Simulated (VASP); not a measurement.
CuAu, 2 atoms in the cell. Symmetry: P4/mmm, No. 123, tetragonal system. Conventional cell: a = 2.819 Å, b = 2.819 Å, c = 3.694 Å, α = 90.00°, β = 90.00°, γ = 90.00°. Around Cu (site symmetry 4/mmm) lie 8 Au at 2.72 Å and 4 Cu at 2.82 Å. Au (site symmetry 4/mmm) is surrounded by 8 Cu at 2.72 Å and 4 Au at 2.82 Å.  The cell isn't the ideal one: volume scaled by 1.02.

```yaml
Program: VASP 6.6.1
Task: single point
Functional: PBE
Potentials_or_basis: VASP PAW PBE potentials, release 64 (Cu, Au)
Cutoff: 520 eV
k_mesh: 13 × 13 × 10
Occupations: fermi-dirac, width 0.05 eV
Spin: no spin polarisation
Dipole_correction: no
Further_INCAR_settings: ALGO = Normal; EDIFF = 1e-06; NBANDS = 18
```

Potentials or basis: VASP PAW PBE potentials, release 64 (Cu, Au).

Command:

```sh
$ cat potpaw_PBE.64/Cu/POTCAR potpaw_PBE.64/Au/POTCAR > POTCAR
$ mpirun -np 1 vasp_std > vasp.out
```

Hardware: 1 thread of Intel(R) Xeon(R) Platinum 8375C CPU @ 2.90GHz (Ice Lake) (shared host).

Q: Estimate the wall time of this run.

A: It took 36 s on 1 thread of Intel(R) Xeon(R) Platinum 8375C CPU @ 2.90GHz (Ice Lake), on a shared host, peak memory 0.22 GiB. Counts: scf iterations 13, k points 168.
